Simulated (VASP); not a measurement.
# ZrC (P6_3/mmc) in VASP: equation of state

How stiff is ZrC in PBEsol, and what volume does it want? The cell is scaled to several volumes.

All numbers are computed with VASP 6.6.1; they aren't measurements. Logs are shortened: lines on timing, memory, paths and dates and some standing lists are left out, and cuts for length are marked.

**1. Starting point**

The structure is hexagonal, space group P6_3/mmc (No. 194). The conventional cell has a = 3.391 Å, b = 3.391 Å, c = 5.290 Å, α = 90.00°, β = 90.00°, γ = 120.00°. Around Zr (site symmetry -6m2) lie 6 C at 2.36 Å. Around C (site symmetry -3m) lie 6 Zr at 2.36 Å and 2 C at 2.65 Å.

The cell comes from a database or a generator and needn't be the stable form of this composition.

**2. Equation of state, PBEsol, 12.38 Å³/atom (volume scaled by 0.94)**

INCAR reads:

```
SYSTEM = ZrC
PREC = Accurate ; ENCUT = 520
EDIFF = 1E-7 ; ISMEAR = -1
SIGMA = 0.05 ; LREAL = .FALSE.
LASPH = .TRUE. ; NELM = 100
ALGO = Normal ; ISIF = 2
LWAVE = .FALSE. ; LCHARG = .FALSE.
GGA = PS ; NBANDS = 24
```

KPOINTS reads:

```
regular mesh
0
G
  9 9 5
  0 0 0
```

POSCAR reads:

```
ZrC
1.0
    3.3222430439      0.0000000000      0.0000000000
   -1.6611215219      2.8771468735      0.0000000000
    0.0000000000      0.0000000000      5.1820624332
Zr C
2 2
Direct
    0.6666666667      0.3333333333      0.7500000000
    0.3333333333      0.6666666667      0.2500000000
    0.0000000000      0.0000000000      0.5000000000
    0.0000000000      0.0000000000      0.0000000000
```

Potentials or basis: VASP PAW PBE potentials, release 64 (Zr_sv, C).

The run is started by

```console
$ cat potpaw_PBE.64/Zr_sv/POTCAR potpaw_PBE.64/C/POTCAR > POTCAR
$ mpirun -np 1 vasp_std > vasp.out
```

OUTCAR:

```text
SYSTEM = ZrC
   PREC = Accurate
   ENCUT = 520
   EDIFF = 1E-7
   ISMEAR = -1
   LREAL = .FALSE.
   LASPH = .TRUE.
   NELM = 100
   ISIF = 2
   GGA = PS

 Found     36 irreducible k-points:

 Following reciprocal coordinates:
            Coordinates               Weight
  0.000000  0.000000  0.000000      1.000000
  0.111111  0.000000  0.000000      6.000000
  0.222222  0.000000  0.000000      6.000000
  0.333333  0.000000  0.000000      6.000000
  0.444444  0.000000  0.000000      6.000000
  0.111111  0.111111  0.000000      6.000000
   k-points           NKPTS =     36   k-points in BZ     NKDIM =     36   number of bands    NBANDS=     24
   number of dos      NEDOS =    301   number of ions     NIONS =      4
   total plane-waves  NPLWV =  31360
   dimension x,y,z NGX =    28 NGY =   28 NGZ =   40
   dimension x,y,z NGXF=    56 NGYF=   56 NGZF=   80
   ions per type =               2   2
   NGX,Y,Z   is equivalent  to a cutoff of  14.01, 14.01, 12.83 a.u.
   NGXF,Y,Z  is equivalent  to a cutoff of  28.02, 28.02, 25.66 a.u.
 SYSTEM =  ZrC
   PREC   = accura    normal or accurate (medium, high low for compatibility)
   ISTART =      0    job   : 0-new  1-cont  2-samecut
   ICHARG =      2    charge: 1-file 2-atom 10-const
   ISPIN  =      1    spin polarized calculation?
   LNONCOLLINEAR =      F non collinear calculations
   LSORBIT =      F    spin-orbit coupling
   LASPH  =      T    aspherical Exc in radial PAW
   ENCUT  =  520.0 eV  38.22 Ry    6.18 a.u.   6.18  6.18  9.64*2*pi/ulx,y,z
   NELM   =    100;   NELMIN=  2; NELMDL= -5     # of ELM steps
   EDIFF  = 0.1E-06   stopping-criterion for ELM
   LREAL  =      F    real-space projection
   EDIFFG = 0.1E-05   stopping-criterion for IOM
   NSW    =      0    number of steps for IOM
   IBRION =     -1    ionic relax: 0-MD 1-quasi-New 2-CG
   NFREE  =      0    steps in history (QN), initial steepest desc. (CG)
   ISIF   =      2    stress and relaxation
   ISYM   =      2    0-nonsym 1-usesym 2-fastsym
   POTIM  = 0.5000    time-step for ionic-motion
   TEBEG  =    0.0;   TEEND  =   0.0 temperature during run
   PSTRESS=    0.0 pullay stress
   NELECT =      32.0000    total number of electrons
   NUPDOWN=      -1.0000    fix difference up-down
   EMIN   =  10.00;   EMAX   =-10.00  energy-range for DOS
   EFERMI =   0.00;   METHOD = LEGACY
   ISMEAR =    -1;   SIGMA  =   0.05  broadening in eV -4-tet -1-fermi 0-gaus
   EFERMI_NEDOS =   21; number of points for ismear=-14 and -15
   IALGO  =     38    algorithm
   IMIX   =      4    mixing-type and parameters
     AMIX     =   0.40;   BMIX     =  1.00
     AMIX_MAG =   1.60;   BMIX_MAG =  1.00
  volume/ion in A,a.u.               =      12.38        83.57
  Fermi-wavevector in a.u.,A,eV,Ry     =   1.415227  2.674391 27.250670  2.002868
  Thomas-Fermi vector in A             =   2.536687
   LORBIT       =      0    0 simple, 1 ext, 2 COOP (PROOUT), +10 PAW based schemes
   GGA     = PS    functional components
   LHFCALC =     F    Hartree Fock is set to
   AEXX    =    0.0000 exact exchange contribution
   IVDW    =     0    specifies the selected vdW correction
   LEPSILON=     F    determine dielectric tensor
   LRPA    =     F    only Hartree local field effects (RPA)
 non-spin polarized calculation
  energy-cutoff  :      520.00
  volume of cell :       49.53
 maximum number of plane-waves:      1346
 NGX is ok and might be reduce to    28
   NGX = 13   NGY = 13   NGZ = 19

 number of electron      32.0000000 magnetization

 Free energy of the ion-electron system (eV)
  ---------------------------------------------------
  ext. energy  EPLUGINS =         0.00000000
  ---------------------------------------------------
  free energy    TOTEN  =       -40.46739286 eV

  energy without entropy =      -40.46087884  energy(sigma->0) =      -40.46413585

 E-fermi :  10.3144     XC(G=0): -12.5112

 val. band max:       10.3064709442   @ k =   0.2222   0.2222   0.2000
 cond. band min:      10.3255909015   @ k =   0.1111   0.1111   0.2000
 fundamental gap:      0.0191199573
 Fermi energy:        10.3144195194

 k-point     1 :       0.0000    0.0000    0.0000
  band No.  band energies     occupation
      1     -37.6677      2.00000
      2     -37.5165      2.00000
      3     -16.4134      2.00000
      4     -15.5319      2.00000
      5     -15.5319      2.00000
      6     -15.4135      2.00000
[... 16 lines left out ...]
     23      15.0714      0.00000
     24      18.3069      0.00000

 k-point     2 :       0.1111    0.0000    0.0000
  band No.  band energies     occupation
      1     -37.6553      2.00000
      2     -37.5121      2.00000
      3     -16.3697      2.00000
      4     -15.6238      2.00000
      5     -15.5667      2.00000
      6     -15.4962      2.00000
[... 16 lines left out ...]
     23      15.6660      0.00000
     24      17.7664      0.00000

 k-point     3 :       0.2222    0.0000    0.0000
  band No.  band energies     occupation
      1     -37.6226      2.00000
      2     -37.5021      2.00000
      3     -16.2490      2.00000
      4     -15.8581      2.00000
      5     -15.6904      2.00000
      6     -15.6430      2.00000
[... 16 lines left out ...]
     23      16.5674      0.00000
     24      16.6289      0.00000

 k-point     4 :       0.3333    0.0000    0.0000
  band No.  band energies     occupation
      1     -37.5816      2.00000
      2     -37.4942      2.00000
      3     -16.1190      2.00000
      4     -16.0835      2.00000
      5     -15.8957      2.00000
      6     -15.7203      2.00000
[... 16 lines left out ...]
     23      16.3344      0.00000
     24      16.9501      0.00000

 k-point     5 :       0.4444    0.0000    0.0000
  band No.  band energies     occupation
      1     -37.5497      2.00000
      2     -37.4941      2.00000
      3     -16.2842      2.00000
      4     -16.0241      2.00000
      5     -15.9356      2.00000
      6     -15.7676      2.00000
[... 16 lines left out ...]
     23      15.7172      0.00000
     24      16.4967      0.00000

 k-point     6 :       0.1111    0.1111    0.0000
  band No.  band energies     occupation
      1     -37.6327      2.00000
      2     -37.5049      2.00000
      3     -16.2873      2.00000
      4     -15.7407      2.00000
      5     -15.7291      2.00000
      6     -15.5484      2.00000
[... 16 lines left out ...]
     23      16.1820      0.00000
     24      16.9366      0.00000

 [... further k-points ...]
[... 5 lines left out ...]
  --------------------------------------------------------------------------------------
  -------------------------------------------------------------------------------------
  Total        1.9661200      1.9661200      2.3429777      0.0000000      0.0000000      0.0000000
  in kB       63.5952285     63.5952285     75.7848976      0.0000000      0.0000000      0.0000000
  external PRESSURE =      67.6584515 kB  Pullay stress =       0.0000000 kB

 VOLUME and BASIS-vectors are now :
 -----------------------------------------------------------------------------
  energy-cutoff  :      520.00
  volume of cell :       49.53
      direct lattice vectors                 reciprocal lattice vectors
     3.322243044  0.000000000  0.000000000     0.301001458  0.173783273  0.000000000
    -1.661121522  2.877146874  0.000000000     0.000000000  0.347566546  0.000000000
     0.000000000  0.000000000  5.182062433     0.000000000  0.000000000  0.192973360

 POSITION                                       TOTAL-FORCE (eV/Angst)
 -----------------------------------------------------------------------------------
      1.66112      0.95905      3.88655         0.000000     -0.000000      0.000000
     -0.00000      1.91810      1.29552        -0.000000      0.000000      0.000000
      0.00000      0.00000      2.59103         0.000000      0.000000      0.000000
      0.00000      0.00000      0.00000         0.000000      0.000000      0.000000
 -----------------------------------------------------------------------------------
    total drift:                               -0.000000      0.000000     -0.000000

  FREE ENERGIE OF THE ION-ELECTRON SYSTEM (eV)
  ---------------------------------------------------
  free  energy   TOTEN  =       -40.4673928592 eV

  energy  without entropy=      -40.4608788447  energy(sigma->0) =      -40.46413585
```

It took 48 s on 1 thread of Intel Xeon Platinum 8259CL at 2.50GHz (Skylake/Cascade Lake), shared host; peak memory 0.19 GiB.

Results:

```yaml
Free_energy: -40.4674 eV
Pressure: 6.8 GPa
Band_gap_on_the_k_mesh: none (metal or under the smearing width)
```

Caveat: the PAW data sets were made with another functional, which shifts forces and pressure a little.

**3. Equation of state, PBEsol, 12.65 Å³/atom (volume scaled by 0.96)**

INCAR is that of step 2.

KPOINTS is that of step 2.

POSCAR reads:

```
ZrC
1.0
    3.3456398925      0.0000000000      0.0000000000
   -1.6728199463      2.8974091388      0.0000000000
    0.0000000000      0.0000000000      5.2185570330
Zr C
2 2
Direct
    0.6666666667      0.3333333333      0.7500000000
    0.3333333333      0.6666666667      0.2500000000
    0.0000000000      0.0000000000      0.5000000000
    0.0000000000      0.0000000000      0.0000000000
```

Potentials or basis: VASP PAW PBE potentials, release 64 (Zr_sv, C).

The run is started by

```console
$ cat potpaw_PBE.64/Zr_sv/POTCAR potpaw_PBE.64/C/POTCAR > POTCAR
$ mpirun -np 1 vasp_std > vasp.out
```

Wall time 48 s (1 thread of Intel Xeon Platinum 8259CL at 2.50GHz (Skylake/Cascade Lake), shared host); peak memory 0.19 GiB.

It converged, with:

* Free energy: -40.4949 eV
* Pressure: 1.5 GPa
* Band gap on the k mesh: none (metal or under the smearing width)

Caveat: the PAW data sets were made with another functional, which shifts forces and pressure a little.

**4. Equation of state, PBEsol, 12.91 Å³/atom (volume scaled by 0.98)**

INCAR is that of step 3.

KPOINTS is that of step 3.

POSCAR reads:

```
ZrC
1.0
    3.3687140002      0.0000000000      0.0000000000
   -1.6843570001      2.9173919023      0.0000000000
    0.0000000000      0.0000000000      5.2545482188
Zr C
2 2
Direct
    0.6666666667      0.3333333333      0.7500000000
    0.3333333333      0.6666666667      0.2500000000
    0.0000000000      0.0000000000      0.5000000000
    0.0000000000      0.0000000000      0.0000000000
```

The run is started by

```console
$ cat potpaw_PBE.64/Zr_sv/POTCAR potpaw_PBE.64/C/POTCAR > POTCAR
$ mpirun -np 1 vasp_std > vasp.out
```

It took 49 s on 1 thread of Intel Xeon Platinum 8259CL at 2.50GHz (Skylake/Cascade Lake), shared host; peak memory 0.19 GiB.

The run converged. Its results:

- Free energy: -40.4897 eV
- Pressure: -3.2 GPa
- Band gap on the k mesh: none (metal or under the smearing width)

Caveat: the PAW data sets were made with another functional, which shifts forces and pressure a little.

**5. Equation of state, PBEsol, 13.44 Å³/atom (volume scaled by 1.02)**

INCAR is that of step 4.

KPOINTS is that of step 4.

POSCAR reads:

```
ZrC
1.0
    3.4139370341      0.0000000000      0.0000000000
   -1.7069685171      2.9565561985      0.0000000000
    0.0000000000      0.0000000000      5.3250874846
Zr C
2 2
Direct
    0.6666666667      0.3333333333      0.7500000000
    0.3333333333      0.6666666667      0.2500000000
    0.0000000000      0.0000000000      0.5000000000
    0.0000000000      0.0000000000      0.0000000000
```

The run is started by

```console
$ cat potpaw_PBE.64/Zr_sv/POTCAR potpaw_PBE.64/C/POTCAR > POTCAR
$ mpirun -np 1 vasp_std > vasp.out
```

It took 48 s on 1 thread of Intel Xeon Platinum 8259CL at 2.50GHz (Skylake/Cascade Lake), shared host; peak memory 0.19 GiB.

Results (log left out):

* Free energy: -40.3934 eV
* Pressure: -11.3 GPa
* Band gap on the k mesh: none (metal or under the smearing width)

Caveat: the PAW data sets were made with another functional, which shifts forces and pressure a little.

**6. Equation of state, PBEsol, 13.70 Å³/atom (volume scaled by 1.04)**

INCAR is that of step 5.

KPOINTS is that of step 5.

POSCAR reads:

```
ZrC
1.0
    3.4361060776      0.0000000000      0.0000000000
   -1.7180530388      2.9757551533      0.0000000000
    0.0000000000      0.0000000000      5.3596669437
Zr C
2 2
Direct
    0.6666666667      0.3333333333      0.7500000000
    0.3333333333      0.6666666667      0.2500000000
    0.0000000000      0.0000000000      0.5000000000
    0.0000000000      0.0000000000      0.0000000000
```

Potentials or basis: VASP PAW PBE potentials, release 64 (Zr_sv, C).

The run is started by

```console
$ cat potpaw_PBE.64/Zr_sv/POTCAR potpaw_PBE.64/C/POTCAR > POTCAR
$ mpirun -np 1 vasp_std > vasp.out
```

It took 50 s on 1 thread of Intel Xeon Platinum 8259CL at 2.50GHz (Skylake/Cascade Lake), shared host; peak memory 0.19 GiB.

The run converged. Its results:

```yaml
Free_energy: -40.3080 eV
Pressure: -14.8 GPa
Band_gap_on_the_k_mesh: none (metal or under the smearing width)
```

Caveat: the PAW data sets were made with another functional, which shifts forces and pressure a little.

**7. Equation of state, PBEsol, 13.96 Å³/atom (volume scaled by 1.06)**

INCAR is that of step 6.

KPOINTS is that of step 6.

POSCAR reads:

```
ZrC
1.0
    3.4579926937      0.0000000000      0.0000000000
   -1.7289963468      2.9947095188      0.0000000000
    0.0000000000      0.0000000000      5.3938058701
Zr C
2 2
Direct
    0.6666666667      0.3333333333      0.7500000000
    0.3333333333      0.6666666667      0.2500000000
    0.0000000000      0.0000000000      0.5000000000
    0.0000000000      0.0000000000      0.0000000000
```

The run is started by

```console
$ cat potpaw_PBE.64/Zr_sv/POTCAR potpaw_PBE.64/C/POTCAR > POTCAR
$ mpirun -np 1 vasp_std > vasp.out
```

Run time: 47 s. Hardware: 1 thread of Intel Xeon Platinum 8259CL at 2.50GHz (Skylake/Cascade Lake), shared host; peak memory 0.19 GiB.

Results (log left out):

```yaml
Free_energy: -40.2011 eV
Pressure: -17.9 GPa
Band_gap_on_the_k_mesh: none (metal or under the smearing width)
```

Caveat: the PAW data sets were made with another functional, which shifts forces and pressure a little.

**8. Equation of state, PBEsol**

Potentials or basis: VASP PAW PBE potentials, release 64 (Zr_sv, C).

This step only gathers the single runs of the series.

Results:

| Property | Result |
| --- | --- |
| Equilibrium volume | 12.73 Å³/atom |
| Bulk modulus at fixed shape and positions | 233 GPa |
| Pressure derivative of the bulk modulus | 4.1 |

Energy against volume, from the lowest point:
```csv
volume (Å³/atom),energy (meV/atom)
12.383,6.88
12.647,0.00
12.910,1.31
13.174,10.02
13.437,25.38
13.701,46.72
13.964,73.45
```

Caveat: the cell was scaled at fixed shape and fractional positions, which overstates the stiffness of a crystal with free parameters, most of all of layers and chains; the PAW data sets were made with another functional, which shifts forces and pressure a little.
